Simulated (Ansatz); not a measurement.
# SnO2 (Cassiterite) (P4_2/mnm) in Ansatz: further runs

The runs below take SnO2 (Cassiterite) through relaxation of cell and atoms, with PBEsol+D3(BJ), PBEsol+D4.

Everything below comes from runs of Ansatz 0.2.0. Logs are shortened: lines on timing, memory, paths and dates and some standing lists are left out, and cuts for length are marked.

## Step 1: The crystal as given

Symmetry: P4_2/mnm, No. 136, tetragonal system. The conventional cell has a = 4.738 Å, b = 4.738 Å, c = 3.187 Å, α = 90.00°, β = 90.00°, γ = 90.00°. Sn (site symmetry mmm) is surrounded by 6 O at 2.05 to 2.06 Å. O (site symmetry m2m) is surrounded by 3 Sn at 2.05 to 2.06 Å.

## Step 2: Relaxation of cell and atoms, PBEsol+D3(BJ)

File input.yaml:

```yaml
crystal:
  lattice:
    - [4.738, 0.0, 0.0]
    - [0.0, 4.738, 0.0]
    - [0.0, 0.0, 3.1865]
  atoms:
    - { symbol: Sn, position: [0.5, 0.5, 0.5] }
    - { symbol: Sn, position: [0.0, 0.0, 0.0] }
    - { symbol: O, position: [0.8071, 0.1929, 0.5] }
    - { symbol: O, position: [0.6929, 0.6929, 0.0] }
    - { symbol: O, position: [0.1929, 0.8071, 0.5] }
    - { symbol: O, position: [0.3071, 0.3071, 0.0] }
hamiltonian:
  xc: pbesol
  pseudopotentials: { kind: paw }
  dispersion: d3bj
kpoints:
  mp_grid: { grid: [6, 6, 8] }
scf:
  occupations: { method: fermi_dirac, width: 0.05 }
output:
  forces: true
  stress: true
relax:
  f_tol: 0.01
  max_steps: 40
  cell: { stress_tol: 0.05 }
```

Potentials or basis: Ansatz PAW.

On the command line:

```
> ansatz run input.yaml --threads 2 --pin off --max-ram 5632MiB --backend cpu --events-out ev --progress --plain --runs-dir out
```

Standard output:

```text
Warning: RAYON_NUM_THREADS=2 ignored (pool sized by the plan → 2); use --threads N
Engine: ansatz 0.2.0, x86_64-unknown-linux-gnu
Pseudopotentials: kind: paw
Pseudopotential: Sn, paw, valence charge 14, recommended cutoff 420 eV (normal), Sn.paw.azcp
Pseudopotential: O, paw, valence charge 6, recommended cutoff 420 eV (normal), O.paw.azcp
Functional definition: PBEsol
  exchange = pbesol_x
  correlation = pbesol_c
Crystal: 6 atoms, lattice volume = 71.533 Å³
Basis set: ecut = 420 eV, 1411 PW (Γ), exchange–correlation on 64×64×48 points (8 copies of the dense FFT grid, shifted against one another)
Bands: 32, of which v1, the nominal top of the filled ones, is band 26 counted from 1 (25 counted from 0)
Symmetry: 16 space group operations
Space group: P42/mnm (ITA 136), of the structure as read, at distance tolerance 4.2e-5 Å
k-points: 50 of 288
Non-local potential: Sn, projectors of the file, l = 0: 2, l = 1: 2, l = 2: 2, l = 3: 2
Non-local potential: O, projectors of the file, l = 0: 2, l = 1: 2, l = 2: 1
PAW form: soft (Blöchl's): semilocal exchange-correlation on the pseudo side does not see the compensation charge
PAW frozen core: Sn, regenerated for the run's functional, and the local potential with it (the file was generated under x = pbe(κ = 0.804, μ = 0.2195149727645171), c = pbe(β = 0.06672455060314922))
PAW frozen core: O, regenerated for the run's functional, and the local potential with it (the file was generated under x = pbe(κ = 0.804, μ = 0.2195149727645171), c = pbe(β = 0.06672455060314922))
PAW one-centre angular grid: Sn, 590 points (default); XC on 64 Gauss nodes
PAW one-centre angular grid: O, 110 points (default); XC on 64 Gauss nodes
Initial density: superposition of atomic densities (neutral atoms: chi_scale 0, normalization atom), corrected by the library's trained network
Initial wavefunctions: pseudopotential atomic-orbital guess
Functional: x = pbesol(κ = 0.804, μ = 0.12345679012345678), c = pbesol(β = 0.046)
SCF iter   1: F=—  HF=-14144.244776 eV  |F-HF|=—  |Δ(HF+E_count)|=         —  Δρ=1.60e-2  dr2=1.45e-1  ethr=1.77e-3  ⟨swp⟩=6.0  Hψ=7021  notcnv=0  defer=6
preconditioner: auto → Resta (q_TF=auto, 2.587 Å⁻¹)  ε∞=3.6  [insulator: Δε(μ)=1.045 eV  Ē_g=19.571 eV  σ=0.050 eV  W_gap=1.00  n_scr=18 (ndim 8)  ℏωp=31.7 eV  f_vac=0.027  D(μ)=0.00/eV (n_scr^D=0)  ε∞_Penn≈3.6]
SCF iter   2: F=—  HF=-14144.203561 eV  |F-HF|=—  |Δ(HF+E_count)|=   4.12e-2  Δρ=2.53e-3  dr2=2.16e-3  ethr=2.78e-4  ⟨swp⟩=2.1  Hψ=2706  notcnv=0  defer=88
SCF iter   3: F=—  HF=-14144.203371 eV  |F-HF|=—  |Δ(HF+E_count)|=   1.90e-4  Δρ=1.21e-3  dr2=6.06e-4  ethr=4.15e-6  ⟨swp⟩=2.2  Hψ=2402  notcnv=0  defer=88
SCF iter   4: F=—  HF=-14144.203421 eV  |F-HF|=—  |Δ(HF+E_count)|=   4.99e-5  Δρ=4.05e-4  dr2=9.63e-5  ethr=1.17e-6  ⟨swp⟩=1.0  Hψ=1512  notcnv=0  defer=88
SCF iter   5: F=—  HF=-14144.203358 eV  |F-HF|=—  |Δ(HF+E_count)|=   6.32e-5  Δρ=6.33e-5  dr2=3.42e-6  ethr=1.85e-7  ⟨swp⟩=3.0  Hψ=3128  notcnv=0  defer=88
SCF iter   6: F=-14144.203360 eV  HF=-14144.203360 eV  |F-HF|=1.58e-8  |Δ(HF+E_count)|=   2.08e-6  Δρ=1.15e-5  dr2=8.74e-8  ethr=1.92e-10  ⟨swp⟩=4.0  Hψ=7058  notcnv=0
SCF 1 converged in 6 iterations: F = -14144.203360 eV  dr2 = 8.74e-8
relax step   1: F+E_penalty+E_count = -14144.20335978 eV  Δ(F+E_penalty+E_count) = +0.000e0 eV  max|allowed force component| = 1.475e-1 eV/Å  Δτ_max = 0.0000 Å  P = +2.065 GPa  Ω = 71.533 Å³  (6 SCF iters, dr2 threshold 1.00e-7 eV, accepted)
Crystal: 6 atoms, lattice volume = 72.140 Å³
Initial density: handed on by an earlier stage of this run
Initial wavefunctions: those handed on with the density
iter 1 solved again at ethr=4.14e-6 eV; its pass at ethr=3.10e-3 eV (dr2=2.15e-3 eV) is discarded
SCF iter   1: F=—  HF=-14144.207298 eV  |F-HF|=—  |Δ(HF+E_count)|=         —  Δρ=1.99e-3  dr2=2.13e-3  ethr=4.14e-6  ⟨swp⟩=2.7  Hψ=8165  notcnv=0
preconditioner: auto → Resta (q_TF=auto, 2.583 Å⁻¹)  ε∞=3.6  [insulator: Δε(μ)=1.063 eV  Ē_g=19.513 eV  σ=0.050 eV  W_gap=1.00  n_scr=18 (ndim 8)  ℏωp=31.5 eV  f_vac=0.026  D(μ)=0.00/eV (n_scr^D=0)  ε∞_Penn≈3.6]
SCF iter   2: F=—  HF=-14144.206706 eV  |F-HF|=—  |Δ(HF+E_count)|=   5.92e-4  Δρ=7.07e-4  dr2=2.61e-4  ethr=4.10e-6  ⟨swp⟩=2.0  Hψ=2160  notcnv=0
SCF iter   3: F=—  HF=-14144.206605 eV  |F-HF|=—  |Δ(HF+E_count)|=   1.02e-4  Δρ=2.96e-4  dr2=6.05e-5  ethr=5.02e-7  ⟨swp⟩=2.1  Hψ=2871  notcnv=0
SCF iter   4: F=—  HF=-14144.206592 eV  |F-HF|=—  |Δ(HF+E_count)|=   1.24e-5  Δρ=5.25e-5  dr2=2.92e-6  ethr=1.16e-7  ⟨swp⟩=2.3  Hψ=2241  notcnv=0
SCF iter   5: F=-14144.206593 eV  HF=-14144.206593 eV  |F-HF|=1.59e-7  |Δ(HF+E_count)|=   4.71e-7  Δρ=2.12e-5  dr2=2.63e-7  ethr=1.15e-9  ⟨swp⟩=5.0  Hψ=5753  notcnv=0
SCF 2 converged in 5 iterations: F = -14144.206593 eV  dr2 = 2.63e-7
relax step   2: F+E_penalty+E_count = -14144.20659288 eV  Δ(F+E_penalty+E_count) = -3.233e-3 eV  max|allowed force component| = 3.264e-2 eV/Å  Δτ_max = 0.0057 Å  P = +0.021 GPa  Ω = 72.140 Å³  energy of the carried Pulay correction = -3.370e-3 eV  (5 SCF iters, dr2 threshold 6.00e-7 eV, accepted)
Crystal: 6 atoms, lattice volume = 72.151 Å³
iter 1 solved again at ethr=7.93e-8 eV; its pass at ethr=3.10e-3 eV (dr2=4.12e-5 eV) is discarded
[... 36 lines left out ...]
basis re-selected at this cell: Δ(F+E_penalty+E_count) = -2.924e-3 eV, ΔP = +0.063 GPa vs the last step (what re-selecting the basis moved, of the pressure what is left beyond the Pulay correction that the steps carried, after the strain that the cell walked since its last selection, with what the two solves' SCF thresholds leave and, on support functions, any second-order correction that the steps lacked; it is no measure of the basis error at this ecutwfc). This SCF's stress stands 7.37e-2 GPa from its target on what of the cell is left free (relax.cell.stress_tol is 5.00e-2 GPa) and its largest allowed force component is 2.44e-4 eV/Å (relax.f_tol is 1.00e-2 eV/Å): not within both, so this SCF does not close the relaxation
Crystal: 6 atoms, lattice volume = 72.093 Å³
iter 1 solved again at ethr=3.57e-9 eV; its pass at ethr=3.10e-3 eV (dr2=1.85e-6 eV) is discarded
SCF iter   1: F=—  HF=-14144.210700 eV  |F-HF|=—  |Δ(HF+E_count)|=         —  Δρ=5.57e-5  dr2=1.81e-6  ethr=3.57e-9  ⟨swp⟩=2.0  Hψ=7698  notcnv=0
preconditioner: auto → Resta (q_TF=auto, 2.584 Å⁻¹)  ε∞=3.6  [insulator: Δε(μ)=1.055 eV  Ē_g=19.514 eV  σ=0.050 eV  W_gap=1.00  n_scr=18 (ndim 8)  ℏωp=31.5 eV  f_vac=0.021  D(μ)=0.00/eV (n_scr^D=0)  ε∞_Penn≈3.6]
SCF iter   2: F=—  HF=-14144.210660 eV  |F-HF|=—  |Δ(HF+E_count)|=   4.01e-5  Δρ=1.52e-5  dr2=1.40e-7  ethr=3.49e-9  ⟨swp⟩=2.0  Hψ=2190  notcnv=0
SCF iter   3: F=—  HF=-14144.210660 eV  |F-HF|=—  |Δ(HF+E_count)|=   1.57e-8  Δρ=7.19e-6  dr2=3.78e-8  ethr=2.61e-11  ⟨swp⟩=4.7  Hψ=5657  notcnv=0
SCF iter   4: F=-14144.210660 eV  HF=-14144.210660 eV  |F-HF|=1.09e-10  |Δ(HF+E_count)|=   2.25e-9  Δρ=1.53e-6  dr2=2.55e-9  ethr=2.61e-11  ⟨swp⟩=4.3  Hψ=5180  notcnv=0
SCF 7 converged in 4 iterations: F = -14144.210660 eV  dr2 = 2.55e-9
relax step   7: F+E_penalty+E_count = -14144.21065972 eV  Δ(F+E_penalty+E_count) = +1.142e-4 eV  max|allowed force component| = 1.149e-5 eV/Å  Δτ_max = 0.0000 Å  P = +0.001 GPa  Ω = 72.093 Å³  energy of the carried Pulay correction = -1.185e-4 eV  (4 SCF iters, dr2 threshold 1.36e-8 eV, accepted)
iter 1 solved again at ethr=1.90e-8 eV; its pass at ethr=3.10e-3 eV (dr2=9.87e-6 eV) is discarded
SCF iter   1: F=—  HF=-14144.210868 eV  |F-HF|=—  |Δ(HF+E_count)|=         —  Δρ=4.36e-6  dr2=3.82e-9  ethr=1.90e-8  ⟨swp⟩=3.7  Hψ=11768  notcnv=0
SCF iter   2: F=—  HF=-14144.210829 eV  |F-HF|=—  |Δ(HF+E_count)|=   3.90e-5  Δρ=2.49e-6  dr2=1.65e-9  ethr=7.34e-12  ⟨swp⟩=3.6  Hψ=3638  notcnv=0
SCF iter   3: F=—  HF=-14144.210829 eV  |F-HF|=—  |Δ(HF+E_count)|=   1.00e-9  Δρ=5.94e-7  dr2=2.27e-10  ethr=3.18e-12  ⟨swp⟩=2.7  Hψ=2834  notcnv=0
SCF iter   4: F=-14144.210829 eV  HF=-14144.210829 eV  |F-HF|=0.00e0  |Δ(HF+E_count)|=  9.82e-11  Δρ=3.22e-7  dr2=4.21e-11  ethr=1.00e-12  ⟨swp⟩=5.0  Hψ=5566  notcnv=0
SCF 8 converged in 4 iterations: F = -14144.210829 eV  dr2 = 4.21e-11
relax step   8: F+E_penalty+E_count = -14144.21082916 eV  Δ(F+E_penalty+E_count) = -1.694e-4 eV  max|allowed force component| = 1.307e-5 eV/Å  Δτ_max = 0.0000 Å  P = +0.003 GPa  Ω = 72.093 Å³  stress off target by 3.07e-3 GPa  SCF on the basis re-selected at this cell (its energy is not comparable with the rows above)  (4 SCF iters)
basis re-selected at this cell: Δ(F+E_penalty+E_count) = -1.694e-4 eV, ΔP = +0.002 GPa vs the last step (what re-selecting the basis moved, of the pressure what is left beyond the Pulay correction that the steps carried, after the strain that the cell walked since its last selection, with what the two solves' SCF thresholds leave and, on support functions, any second-order correction that the steps lacked; it is no measure of the basis error at this ecutwfc). This SCF's stress stands 3.07e-3 GPa from its target on what of the cell is left free (relax.cell.stress_tol is 5.00e-2 GPa) and its largest allowed force component is 1.31e-5 eV/Å (relax.f_tol is 1.00e-2 eV/Å): within both
SCF converged after 4 iterations
Free energy (F): -14144.210829 eV
Harris-Foulkes:  -14144.210829 eV  (|F-HF|=0.00e0)
Internal energy: -14144.210829 eV  (E = F + TS)
E sigma→0 (E₀):  -14144.210829 eV
Entropy (-TS):   -0.000000 eV (-0.000 meV/atom)
Fermi energy:    9.824425 eV
--- Per-component energies (eV) ---
  E_band       = -126.292782
  E_kinetic    = 1081.105268
  E_local      = -2866.640984  (includes V_loc(G=0)·N_el)
  E_nonlocal   = 139.271445
  E_hartree    = 1485.525850
  E_xc         = -1044.004890
  E_vxc        = -562.150758  (∫ρ·V_xc dr)
  E_paw        = -8763.683534  (= ΣΔE_a)
  E_vpaw       = -888.939475  (= ΣTr[D̂ρ^β])
  E_aug_tail   = 0.009965  (compensation charges beyond the density's cutoff)
  E_ewald      = -4175.354086
  E_disp       = -1.150695  (pairwise vdW)
  E_core_change = 0.710831  (= ΣΔE_core)
  E_smearing   = -0.000000  (= −TS)
  E_closure    = 0.000000  (closes the sum)
  Σ components = -14144.210829   (vs F -14144.210829, Δ=0.00e0)
--- Forces (eV/Å), atoms counted from 1 ---
  atom   1  Sn    -0.00000000     0.00000000     0.00000000
  atom   2  Sn    -0.00000000    -0.00000000     0.00000000
  atom   3  O      0.00001307    -0.00001307     0.00000000
  atom   4  O     -0.00001307    -0.00001307    -0.00000000
  atom   5  O     -0.00001307     0.00001307    -0.00000000
  atom   6  O      0.00001307     0.00001307     0.00000000
  max |Σ_I F_I| component: 1.73e-18 eV/Å
--- Stress (GPa, compression-positive) ---
        0.003065       0.000000       0.000000
        0.000000       0.003065       0.000000
        0.000000       0.000000       0.002553
  P = ⅓ Tr σ = 0.0029 GPa (0.029 kbar)
--- Relaxed structure (6 steps of the walk, 6 accepted, 2 SCFs on fresh bases) ---
  F+E_penalty+E_count = -14144.21082916 eV   max|allowed force component| = 1.307e-5 eV/Å   (the final SCF, on the basis selected at the relaxed cell)
  cell:  # Å, volume = 72.0928 Å³
    - [4.743757642215064, 3.881199793994192e-34, -6.869378592037822e-34]
    - [2.7820989673763677e-34, 4.743757642215064, -1.0991008266178243e-34]
    - [-4.619940487096276e-34, -7.391905411603413e-35, 3.2036623501977486]
  atoms:
    - { symbol: Sn, position: [0.5, 0.5, 0.5] }
    - { symbol: Sn, position: [6.45375462133395e-20, -6.864935663690399e-20, 3.1896173283489433e-35] }
    - { symbol: O, position: [0.8060505240918087, 0.1939494759081916, 0.5] }
    - { symbol: O, position: [0.6939494759081913, 0.6939494759081913, 5.691492781824029e-35] }
    - { symbol: O, position: [0.1939494759081916, 0.8060505240918087, 0.5] }
    - { symbol: O, position: [0.3060505240918084, 0.3060505240918084, -2.713482299151789e-35] }
```

It took 46 s on 2 threads of Intel Xeon at 2.50GHz (Skylake/Cascade Lake), shared host; peak memory 0.43 GiB.

Results:

- Free energy: -14144.2108 eV
- Relaxed volume: 12.02 Å³/atom
- Relaxed cell: a = 4.744 Å, b = 4.744 Å, c = 3.204 Å, α = 90.00°, β = 90.00°, γ = 90.00°
- Space group after relaxing (to 0.05 Å): P4_2/mnm (No. 136)
- Energy gained by relaxing: 1.2 meV/atom
- Ionic steps: 8
- Pressure after relaxing: 0.0 GPa
- Band gap on the k mesh: 1.06 eV

The path:
```tsv
step	energy change (eV)	largest force (eV/Å)	volume (Å³)
1	0.0000	0.2086	71.53
2	-0.0032	0.0462	72.14
3	-0.0039	0.0311	72.15
4	-0.0047	0.0140	72.04
5	-0.0045	0.0001	72.07
6	-0.0074	0.0003	72.07
7	-0.0073	0.0000	72.09
8	-0.0075	0.0000	72.09
```

Final structure:
```cif
data_structure
_symmetry_space_group_name_H-M 'P 1'
_symmetry_Int_Tables_number 1
_cell_length_a 4.7438
_cell_length_b 4.7438
_cell_length_c 3.2037
_cell_angle_alpha 90.000
_cell_angle_beta 90.000
_cell_angle_gamma 90.000
_cell_volume 72.09
loop_
_atom_site_label
_atom_site_type_symbol
_atom_site_fract_x
_atom_site_fract_y
_atom_site_fract_z
_atom_site_occupancy
Sn1 Sn 0.50000 0.50000 0.50000 1
Sn2 Sn 0.00000 0.00000 0.00000 1
O1 O 0.80605 0.19395 0.50000 1
O2 O 0.69395 0.69395 0.00000 1
O3 O 0.19395 0.80605 0.50000 1
O4 O 0.30605 0.30605 0.00000 1
```

Caveat: the plane-wave basis is chosen anew once the cell has moved, so the energies of steps on either side of that aren't comparable; the pressure holds a Pulay correction of +0.9 GPa for the finite cutoff; spin-orbit coupling is left out, which moves the levels of the heavy elements; the PAW data sets come from PBE, with cores solved anew for the run's functional, which leaves a small shift of forces and pressure.

## Step 3: Relaxation of cell and atoms, PBEsol+D4

Edit input.yaml of step 2 so:

```diff
@@ -15,3 +15,3 @@
   pseudopotentials: { kind: paw }
-  dispersion: d3bj
+  dispersion: d4
 kpoints:
```

Potentials or basis: Ansatz PAW.

On the command line:

```
> ansatz run input.yaml --threads 2 --pin off --max-ram 5632MiB --backend cpu --events-out ev --progress --plain --runs-dir out
```

It took 50 s on 2 threads of Intel Xeon at 2.50GHz (Skylake/Cascade Lake), shared host; peak memory 0.43 GiB.

It converged, with:

| Property | Result |
| --- | --- |
| Free energy | -14143.9771 eV |
| Relaxed volume | 12.05 Å³/atom |
| Relaxed cell | a = 4.749 Å, b = 4.749 Å, c = 3.206 Å, α = 90.00°, β = 90.00°, γ = 90.00° |
| Space group after relaxing (to 0.05 Å) | P4_2/mnm (No. 136) |
| Energy gained by relaxing | 1.7 meV/atom |
| Ionic steps | 8 |
| Pressure after relaxing | 0.0 GPa |
| Band gap on the k mesh | 1.02 eV |

Step by step:
```csv
step,energy change (eV),largest force (eV/Å),volume (Å³)
1,0.0000,0.2071,71.53
2,-0.0047,0.0403,72.34
3,-0.0052,0.0368,72.36
4,-0.0059,0.0199,72.25
5,-0.0058,0.0000,72.28
6,-0.0100,0.0002,72.28
7,-0.0099,0.0000,72.31
8,-0.0100,0.0000,72.31
```

Final structure:
```xyz
6
Lattice="4.7494 0.0000 0.0000 0.0000 4.7494 0.0000 0.0000 0.0000 3.2059" Properties=species:S:1:pos:R:3 pbc="T T T"
Sn    2.3747    2.3747    1.6030
Sn    0.0000    0.0000    0.0000
O     3.8285    0.9208    1.6030
O     3.2955    3.2955    0.0000
O     0.9208    3.8285    1.6030
O     1.4538    1.4538    0.0000
```

Caveat: the plane-wave basis is chosen anew once the cell has moved, so the energies of steps on either side of that aren't comparable; the pressure holds a Pulay correction of +0.9 GPa for the finite cutoff; spin-orbit coupling is left out, which moves the levels of the heavy elements; the PAW data sets come from PBE, with cores solved anew for the run's functional, which leaves a small shift of forces and pressure. As with any semilocal functional, this PBEsol gap is likely too small.
